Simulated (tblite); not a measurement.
# C5H5InN: the cost of one run

Programs: tblite 0.8.0 and PySCF 2.14.0. All values are calculated, for the isolated system unless a continuum is named. Atoms count from 0, parts from 1.

### 1 Starting point

12 atoms, charge 1, multiplicity 1; geometry: rigid parts in contact. Parts: 1 = atoms 0–10, `c1ccncc1`, charge 0; 2 = atom 11, `[In+]`, charge 1.

### 2 Bringing the parts together with GFN2-xTB

What the job is given:

```
{"job": {"kind": "dock", "xc": "GFN2-xTB", "basis": "xTB"}, "charge": 1, "multiplicity": 1, "parts": [{"atoms": "0-10", "charge": 0, "multiplicity": 1}, {"atoms": "11-11", "charge": 1, "multiplicity": 1}]}
C     -0.111735     1.182034    -0.020738
C     -1.232262     0.367025     0.006367
C     -1.043033    -1.006807     0.027873
N      0.149150    -1.577266     0.026781
C      1.213545    -0.794222     0.002977
C      1.141568     0.590572    -0.022924
H     -0.213426     2.257853    -0.039538
H     -2.227236     0.785295     0.010958
H     -1.884868    -1.686994     0.047263
H      2.167950    -1.304984     0.004958
H      2.040346     1.187495    -0.043977
In     0.600500    -4.070658     1.746296
```

Level: GFN2-xTB search for minima from random contacts, gas phase.

Run with:

```
$ OMP_NUM_THREADS=1 python cluster_run.py task.json out
```

This one command runs all jobs of the session in turn.

Q: Estimate the wall time of this first job on 1 thread of Arm Neoverse V1, shared host.

About 1.4 s.
